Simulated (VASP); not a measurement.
Runs of VASP 6.6.1 on AgCl (Chlorargyrite). It takes space group Fm-3m (No. 225, cubic). Conventional cell: a = 5.470 Å, b = 5.470 Å, c = 5.470 Å, α = 90.00°, β = 90.00°, γ = 90.00°. Ag (site symmetry m-3m) is surrounded by 6 Cl at 2.73 Å. Around Cl (site symmetry m-3m) lie 6 Ag at 2.73 Å. 

```tsv
task	level	spin	screening parameter	exchange at q = 0	gap on the mesh (eV)	pressure (GPa)
band structure	HSE06	off	0.2 1/A	-	2.40	3.5
band structure	PBE0	off	-	truncated	(a)	3.4
band structure	HSE03	off	-	-	2.16	3.5
single point	HSE06	SOC, no magnetisation	0.2 1/A	-	-	3.4
```

Alike in all rows: potentials or basis VASP PAW PBE potentials, release 64 (Ag, Cl); cell as given; k mesh 6 × 6 × 6; cutoff (eV) 520; smearing gaussian 0.02 eV.

Q: Fill in the values left out.

A: (a) 3.08.

Caveats: the PAW data sets were made with another functional, which shifts forces and pressure a little.

A k mesh can miss the band edges, and rows without SOC leave out spin-orbit coupling on Ag.
